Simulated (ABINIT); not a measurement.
# MgO (Fm-3m): G0W0 in ABINIT against the k mesh

How does the gap of MgO (Fm-3m) converge in the k mesh?

Method: PBE and many-body steps on it, plane waves, in ABINIT 10.8.3.

### 1. Set-up

Symmetry: Fm-3m, No. 225, cubic system. Conventional cell: a = 4.194 Å, b = 4.194 Å, c = 4.194 Å, α = 90.00°, β = 90.00°, γ = 90.00°. Nearest to Mg lie 6 O at 2.10 Å. Nearest to O lie 6 Mg at 2.10 Å. Farther neighbours and most contacts between anions are not listed.

Coordinates:

```cif
data_structure
_symmetry_space_group_name_H-M 'P 1'
_symmetry_Int_Tables_number 1
_cell_length_a 2.9656
_cell_length_b 2.9656
_cell_length_c 2.9656
_cell_angle_alpha 60.000
_cell_angle_beta 60.000
_cell_angle_gamma 60.000
_cell_volume 18.44
loop_
_atom_site_label
_atom_site_type_symbol
_atom_site_fract_x
_atom_site_fract_y
_atom_site_fract_z
_atom_site_occupancy
Mg1 Mg 0.00000 0.00000 0.00000 1
O2 O 0.50000 0.50000 0.50000 1
```

The cell and positions are those that the Materials Project relaxed with its own functionals (PBE, PBE+U or r2SCAN), kept fixed.

### 2. Empty states on the mesh, 6×6×6 mesh, 351 bands

This step: ABINIT 10.8.3; DFT, PBE, plane waves, norm-conserving pseudopotentials.

The sums over transitions need many empty states on a uniform mesh; this step solves for them.

run.abi reads:

```
acell 3*1.0 Angstrom
rprim 
  -0.000000000000 2.097001392700 2.097001392700
  2.097001392700 0.000000000000 2.097001392700
  2.097001392700 2.097001392700 0.000000000000
ntypat 2
znucl 12 8
natom 2
typat 1 2
xred 
  0.000000000000 0.000000000000 0.000000000000
  0.500000000000 0.500000000000 0.500000000000
pp_dirpath "pseudos"
pseudos "Mg.upf, O.upf"
ecut 38
ngkpt 6 6 6
nshiftk 1
shiftk 0 0 0
kptopt 1
chksymbreak 0
irdden 1
istwfk *1
nband 351
prtvol 0
optdriver 6
gwr_task "HDIAGO"
paral_kgb 0
occopt 1
indata_prefix "in"
outdata_prefix "out"
tmpdata_prefix "tmp"
```

Command:

```
$ OMP_NUM_THREADS=1 mpirun -n 8 abinit run.abi > log
```

Output:

```text
.Version 10.8.3 of ABINIT. v10.8.2 released Aug 2026.

 Symmetries : space group Fm -3 m (#225); Bravais cF (face-center cubic)
[... echo of the input left out ...]
== DATASET  1 ==================================================================
-   mpi_nproc: 8, omp_nthreads: 1 (-1 if OMP is not activated)

--- !DatasetInfo
iteration_state: {dtset: 1, }
dimensions: {natom: 2, nkpt: 16, mband: 351, nsppol: 1, nspinor: 1, nspden: 1, mpw: 1411, }
cutoff_energies: {ecut:  38.0, pawecutdg:  -1.0, }
[...]
Direct band gap semiconductor
 Fundamental gap:     4.895 (eV)
   VBM:     4.841 (eV) at k: [ 0.0000E+00,  0.0000E+00,  0.0000E+00]
   CBM:     9.736 (eV) at k: [ 0.0000E+00,  0.0000E+00,  0.0000E+00]
 Direct gap:         4.895 (eV) at k: [ 0.0000E+00,  0.0000E+00,  0.0000E+00]

== END DATASET(S) ==============================================================
================================================================================

 -outvars: echo values of variables after computation  --------
           etotal      0.0000000000E+00
            nband         351
             nkpt          16
          spgroup         225
 [... the other variables as echoed above ...]

 Calculation completed.
```

It took 4.2 s on 8 MPI ranks of Intel Xeon 6975P-C (Granite Rapids), shared host; peak memory 0.91 GiB.

This step gave:

```
gap                                                           : 4.895 eV
k of the valence top                                          : 0, 0, 0
k of the conduction bottom                                    : 0, 0, 0
least direct gap                                              : 4.895 eV
k points computed                                             : 16
lowest point of the top converged band, above the valence top : 385.1067 eV
```

On this mesh the gap is 4.895 eV.

The density comes from a self-consistent run that is not shown.

### 3. Empty states on the mesh, 4×4×4 mesh, 100 bands

Changes to run.abi since step 2:

```diff
@@ -15,3 +15,3 @@
 ecut 38
-ngkpt 6 6 6
+ngkpt 4 4 4
 nshiftk 1
@@ -22,3 +22,3 @@
 istwfk *1
-nband 351
+nband 100
 prtvol 0
```

Output:

```text
[banner, memory and clock lines left out]
.Version 10.8.3 of ABINIT. v10.8.2 released Aug 2026.

 Symmetries : space group Fm -3 m (#225); Bravais cF (face-center cubic)
[... echo of the input left out ...]
== DATASET  1 ==================================================================
-   mpi_nproc: 8, omp_nthreads: 1 (-1 if OMP is not activated)

--- !DatasetInfo
iteration_state: {dtset: 1, }
dimensions: {natom: 2, nkpt: 8, mband: 100, nsppol: 1, nspinor: 1, nspden: 1, mpw: 1411, }
cutoff_energies: {ecut:  38.0, pawecutdg:  -1.0, }
[...]
Integrated=    1.6000E+01

 === KS gaps after direct diagonalization ===
 Direct band gap semiconductor
 Fundamental gap:     4.895 (eV)
   VBM:     4.841 (eV) at k: [ 0.0000E+00,  0.0000E+00,  0.0000E+00]
   CBM:     9.736 (eV) at k: [ 0.0000E+00,  0.0000E+00,  0.0000E+00]
 Direct gap:         4.895 (eV) at k: [ 0.0000E+00,  0.0000E+00,  0.0000E+00]

== END DATASET(S) ==============================================================

 -outvars: echo values of variables after computation  --------
           etotal      0.0000000000E+00
            nband         100
             nkpt           8
          spgroup         225
 [... the other variables as echoed above ...]

 Calculation completed.
```

Wall time 2.6 s (8 MPI ranks); peak memory 0.18 GiB.

Numbers from this step:

| Item | Value |
| --- | --- |
| gap | 4.895 eV |
| k of the valence top | 0, 0, 0 |
| k of the conduction bottom | 0, 0, 0 |
| least direct gap | 4.895 eV |
| k points computed | 8 |
| lowest point of the top converged band, above the valence top | 145.0704 eV |

On this mesh the gap is 4.895 eV.

### 4. Empty states on the mesh, 8×8×8 mesh, 100 bands

Changes to run.abi since step 3:

```diff
@@ -15,3 +15,3 @@
 ecut 38
-ngkpt 4 4 4
+ngkpt 8 8 8
 nshiftk 1
```

Output:

```text
[banner, memory and clock lines left out]
.Version 10.8.3 of ABINIT. v10.8.2 released Aug 2026.

 Symmetries : space group Fm -3 m (#225); Bravais cF (face-center cubic)
[... echo of the input left out ...]
== DATASET  1 ==================================================================
-   mpi_nproc: 8, omp_nthreads: 1 (-1 if OMP is not activated)

--- !DatasetInfo
iteration_state: {dtset: 1, }
dimensions: {natom: 2, nkpt: 29, mband: 100, nsppol: 1, nspinor: 1, nspden: 1, mpw: 1411, }
cutoff_energies: {ecut:  38.0, pawecutdg:  -1.0, }
[...]
Integrated=    1.6000E+01

 === KS gaps after direct diagonalization ===
 Direct band gap semiconductor
 Fundamental gap:     4.895 (eV)
   VBM:     4.841 (eV) at k: [ 0.0000E+00,  0.0000E+00,  0.0000E+00]
   CBM:     9.736 (eV) at k: [ 0.0000E+00,  0.0000E+00,  0.0000E+00]
 Direct gap:         4.895 (eV) at k: [ 0.0000E+00,  0.0000E+00,  0.0000E+00]

== END DATASET(S) ==============================================================

 -outvars: echo values of variables after computation  --------
           etotal      0.0000000000E+00
            nband         100
             nkpt          29
          spgroup         225
 [... the other variables as echoed above ...]

 Calculation completed.
```

Elapsed: 6 s, on 8 MPI ranks; peak memory 1.4 GiB; 46 s of CPU time.

Numbers from this step:

```yaml
gap: 4.895 eV
k_of_the_valence_top: 0, 0, 0
k_of_the_conduction_bottom: 0, 0, 0
least_direct_gap: 4.895 eV
k_points_computed: 29
lowest_point_of_the_top_converged_band_above_the_valence_top: 144.9159 eV
```

On this mesh the gap is 4.895 eV.

### 5. Empty states on the mesh, 10×10×10 mesh, 100 bands

Changes to run.abi since step 4:

```diff
@@ -15,3 +15,3 @@
 ecut 38
-ngkpt 8 8 8
+ngkpt 10 10 10
 nshiftk 1
```

Output:

```text
[banner, memory and clock lines left out]
.Version 10.8.3 of ABINIT. v10.8.2 released Aug 2026.

 Symmetries : space group Fm -3 m (#225); Bravais cF (face-center cubic)
[... echo of the input left out ...]
== DATASET  1 ==================================================================
-   mpi_nproc: 8, omp_nthreads: 1 (-1 if OMP is not activated)

--- !DatasetInfo
iteration_state: {dtset: 1, }
dimensions: {natom: 2, nkpt: 47, mband: 100, nsppol: 1, nspinor: 1, nspden: 1, mpw: 1411, }
cutoff_energies: {ecut:  38.0, pawecutdg:  -1.0, }
[...]
Integrated=    1.6000E+01

 === KS gaps after direct diagonalization ===
 Direct band gap semiconductor
 Fundamental gap:     4.895 (eV)
   VBM:     4.841 (eV) at k: [ 0.0000E+00,  0.0000E+00,  0.0000E+00]
   CBM:     9.736 (eV) at k: [ 0.0000E+00,  0.0000E+00,  0.0000E+00]
 Direct gap:         4.895 (eV) at k: [ 0.0000E+00,  0.0000E+00,  0.0000E+00]

== END DATASET(S) ==============================================================

 -outvars: echo values of variables after computation  --------
           etotal      0.0000000000E+00
            nband         100
             nkpt          47
          spgroup         225
 [... the other variables as echoed above ...]

 Calculation completed.
```

It took 8.4 s on 8 MPI ranks; peak memory 1.4 GiB; 65 s of CPU time.

Numbers from this step:

```yaml
gap: 4.895 eV
k_of_the_valence_top: 0, 0, 0
k_of_the_conduction_bottom: 0, 0, 0
least_direct_gap: 4.895 eV
k_points_computed: 47
lowest_point_of_the_top_converged_band_above_the_valence_top: 144.4826 eV
```

On this mesh the gap is 4.895 eV.

### 6. Screening, 4×4×4 mesh, 92 bands, screening to 261.2 eV

The RPA dielectric matrix is built and inverted for each q.

This step: RPA screening on PBE, plane waves, norm-conserving pseudopotentials.

Changes to run.abi since step 5:

```diff
@@ -15,3 +15,3 @@
 ecut 38
-ngkpt 10 10 10
+ngkpt 4 4 4
 nshiftk 1
@@ -20,10 +20,11 @@
 chksymbreak 0
-irdden 1
 istwfk *1
-nband 100
-prtvol 0
-optdriver 6
-gwr_task "HDIAGO"
-paral_kgb 0
 occopt 1
+irdwfk 1
+optdriver 3
+nband 92
+ecuteps 9.6
+inclvkb 2
+awtr 1
+symchi 1
 indata_prefix "in"
```

Output:

```text
.Version 10.8.3 of ABINIT. v10.8.2 released Aug 2026.

 Symmetries : space group Fm -3 m (#225); Bravais cF (face-center cubic)
[... echo of the input left out ...]
== DATASET  1 ==================================================================
-   mpi_nproc: 8, omp_nthreads: 1 (-1 if OMP is not activated)

--- !DatasetInfo
iteration_state: {dtset: 1, }
dimensions: {natom: 2, nkpt: 8, mband: 92, nsppol: 1, nspinor: 1, nspden: 1, mpw: 1411, }
cutoff_energies: {ecut:  38.0, pawecutdg:  -1.0, }
electrons: {nelect:   1.60000000E+01, charge:   0.00000000E+00, occopt:   1.00000000E+00, tsmear:   1.00000000E-02, }

 SCREENING: Calculation of the susceptibility and dielectric matrices

 Based on a program developped by R.W. Godby, V. Olevano, G. Onida, and L. Reining.
 Incorporated in ABINIT by V. Olevano, G.-M. Rignanese, and M. Torrent.
.Using double precision arithmetic ; gwpc =  8

[... cell and pseudopotentials left out ...]
--------------------------------------------------------------------------------

 ==== K-mesh for the wavefunctions ====
 Number of points in the irreducible wedge :     8
[... list of points left out ...]
 Together with 48 symmetry operations and time-reversal symmetry
 yields    64 points in the full Brillouin Zone.

 ==== Q-mesh for the screening function ====
 Number of points in the irreducible wedge :     8
[... list of points left out ...]
 Together with 48 symmetry operations and time-reversal symmetry
 yields    64 points in the full Brillouin Zone.

 setmesh: FFT mesh size selected  =    24x   24x   24
          total number of points  =        13824

 vcoul_init : cutoff-mode = AUXILIARY_FUNCTION
 q-points for optical limit:   1
     1)      0.000010    0.000020    0.000030

- screening: taking advantage of time-reversal symmetry
- Maximum band index for partially occupied states nbvw = 8
- Remaining bands to be divided among processors   nbcw = 84
- Number of bands treated by each node ~10

 Number of electrons calculated from density =   16.0000; Expected =   16.0000
 average of density, n =  0.128557
 r_s =    1.2291
 omega_plasma =   34.5863 [eV]

 calculating chi0 at frequencies [eV] :
  1    0.000000E+00    0.000000E+00
  2    0.000000E+00    3.458631E+01

--------------------------------------------------------------------------------
  q-point number  1        q = ( 0.000000, 0.000000, 0.000000) [r.l.u.]
--------------------------------------------------------------------------------
[... chi0 elements left out ...]
 For q-point:  0.000010 0.000020 0.000030
  dielectric constant =   3.1640
  dielectric constant without local fields =   3.3905

  Average fulfillment of the sum rule on Im[epsilon] for q-point    1 :     70.63  [%]
[... wings left out ...]
  q-point number  2        q = ( 0.250000, 0.000000, 0.000000) [r.l.u.]
--------------------------------------------------------------------------------
[... chi0 elements left out ...]
  Average fulfillment of the sum rule on Im[epsilon] for q-point    2 :     82.80  [%]

 [... 6 further q-points ...]
```

Run time: 4.8 s. Hardware: 8 MPI ranks; peak memory 0.89 GiB.

Numbers from this step:

```yaml
eps_infinity_with_local_fields_on_this_mesh_along_the_program_s_q_direction: 3.164
the_same_without_local_fields: 3.390
plasma_frequency: 34.59 eV
plane_waves_in_the_screening_matrix: 169
```

Local fields lower ε∞ by 7 %. On a Γ-centred mesh this coarse the value itself is usually too large, while a short band sum pulls it down.

### 7. 4×4×4

This step: G0W0 on PBE, plane waves, norm-conserving pseudopotentials.

Changes to run.abi since step 6:

```diff
@@ -23,8 +23,15 @@
 irdwfk 1
-optdriver 3
+optdriver 4
 nband 92
+gwcalctyp 0
+ecutsigx 38
+symsigma 1
+nkptgw 1
+kptgw 
+  0.0000000000 0.0000000000 0.0000000000
+bdgw 
+  6 12
 ecuteps 9.6
-inclvkb 2
-awtr 1
-symchi 1
+irdscr 1
+ppmodel 1
 indata_prefix "in"
```

Output:

```text
.Version 10.8.3 of ABINIT. v10.8.2 released Aug 2026.

 Symmetries : space group Fm -3 m (#225); Bravais cF (face-center cubic)
[... echo of the input left out ...]
== DATASET  1 ==================================================================
-   mpi_nproc: 8, omp_nthreads: 1 (-1 if OMP is not activated)

--- !DatasetInfo
iteration_state: {dtset: 1, }
dimensions: {natom: 2, nkpt: 8, mband: 92, nsppol: 1, nspinor: 1, nspden: 1, mpw: 1411, }
cutoff_energies: {ecut:  38.0, pawecutdg:  -1.0, }
electrons: {nelect:   1.60000000E+01, charge:   0.00000000E+00, occopt:   1.00000000E+00, tsmear:   1.00000000E-02, }

 SIGMA: Calculation of the GW corrections

 Based on a program developped by R.W. Godby, V. Olevano, G. Onida, and L. Reining.
 Incorporated in ABINIT by V. Olevano, G.-M. Rignanese, and M. Torrent.
.Using double precision arithmetic ; gwpc =  8

[... cell and pseudopotentials left out ...]
--------------------------------------------------------------------------------

 ==== K-mesh for the wavefunctions ====
 Number of points in the irreducible wedge :     8
[... list of points left out ...]
 Together with 48 symmetry operations and time-reversal symmetry
 yields    64 points in the full Brillouin Zone.

 ==== Q-mesh for screening function ====
 Number of points in the irreducible wedge :     8
[... list of points left out ...]
 Together with 48 symmetry operations and time-reversal symmetry
 yields    64 points in the full Brillouin Zone.

 vcoul_init : cutoff-mode = AUXILIARY_FUNCTION
 q-points for optical limit:   1
     1)      0.000010    0.000020    0.000030
 setmesh: FFT mesh size selected  =    32x   32x   32
          total number of points  =        32768

 Number of electrons calculated from density =   16.0000; Expected =   16.0000
 average of density, n =  0.128557
 r_s =    1.2291
 omega_plasma =   34.5863 [eV]

 === KS Band Gaps ===
  >>>> For spin  1
   Minimum direct gap =   4.8948 [eV], located at k-point      :   0.0000  0.0000  0.0000
   Fundamental gap    =   4.8948 [eV], Top of valence bands at :   0.0000  0.0000  0.0000
                                       Bottom of conduction at :   0.0000  0.0000  0.0000
 SIGMA fundamental parameters:
 PLASMON POLE MODEL  1
 number of plane-waves for SigmaX                 1411
 number of plane-waves for SigmaC and W            169
 number of plane-waves for wavefunctions          1411
 number of bands                                    92
 number of independent spin polarizations            1
 number of spinorial components                      1
 number of k-points in IBZ                           8
 number of q-points in IBZ                           8
 number of symmetry operations                      48
 number of k-points in BZ                           64
 number of q-points in BZ                           64
 number of frequencies for dSigma/dE                 9
 frequency step for dSigma/dE [eV]                0.25
 number of omega for Sigma on real axis              0
 max omega for Sigma on real axis  [eV]           0.00
 zcut for avoiding poles [eV]                     0.10

 EPSILON^-1 parameters (SCR file):
 dimension of the eps^-1 matrix on file            169
 dimension of the eps^-1 matrix used               169
 number of plane-waves for wavefunctions          1411
 number of bands                                    92
 number of q-points in IBZ                           8
 number of frequencies                               2
 number of real frequencies                          1
 number of imag frequencies                          1

 matrix elements of self-energy operator (all in [eV])

 Perturbative Calculation

--- !SelfEnergy_ee
iteration_state: {dtset: 1, }
kpoint     : [   0.000,    0.000,    0.000, ]
spin       : 1
KS_gap     :    4.895
QP_gap     :    7.201
Delta_QP_KS:    2.306
data: !SigmaeeData |
     Band     E0 <VxcDFT>   SigX SigC(E0)      Z dSigC/dE  Sig(E)    E-E0       E
        6   4.841 -20.158 -25.612   3.824   0.808  -0.237 -21.475  -1.318   3.523
        7   4.841 -20.158 -25.612   3.824   0.808  -0.237 -21.475  -1.318   3.523
        8   4.841 -20.158 -25.612   3.824   0.808  -0.237 -21.475  -1.318   3.523
        9   9.736 -13.556  -8.781  -3.618   0.854  -0.171 -12.568   0.988  10.724
       10  20.877  -9.636  -3.703  -4.627   0.863  -0.159  -8.509   1.127  22.004
       11  20.877  -9.636  -3.703  -4.627   0.863  -0.159  -8.509   1.127  22.004
       12  20.877  -9.636  -3.703  -4.627   0.863  -0.159  -8.509   1.127  22.004

== END DATASET(S) ==============================================================
================================================================================

 -outvars: echo values of variables after computation  --------
           etotal      0.0000000000E+00
            nband          92
             nkpt           8
          spgroup         225
 [... the other variables as echoed above ...]

 Calculation completed.
```

It took 2.3 s on 8 MPI ranks; peak memory 0.12 GiB.

Numbers from this step:

```
G0W0 gap on the points computed              : 7.201 eV
starting gap on the mesh                     : 4.895 eV
k of the valence top                         : 0, 0, 0
k of the conduction bottom                   : 0, 0, 0
Z at the valence top                         : 0.808
Z at the conduction bottom                   : 0.854
least direct G0W0 gap on the computed points : 7.201 eV
```

(Part 1 of 2 ends here.)

[Paths, hosts, dates, memory and timing lines, banners, echoed tables and standing remarks are left out of the program output.]

[Logs are printed without paths, hosts, clocks, repeated set-up lines and the standing remarks that a program may print on its own settings, such as how far it seeks lower states.]

[Runs of the session that timed out or met a known fault of the program may be left out.]

[Hosts, paths, dates, database ids (printed as entryN), source tags and the programs' standing remarks are cut or masked in the printed files.]

[G0W0 gaps are taken among the corrected bands and points alone; a level outside them can change the order at an edge.]

[Where Ansatz stands beside ABINIT at settings called matched, ABINIT's density can come from a denser mesh and the files from another edition; pairs whose starting gaps differed by over 0.03 eV were left out, so agreement reads better than it is.]
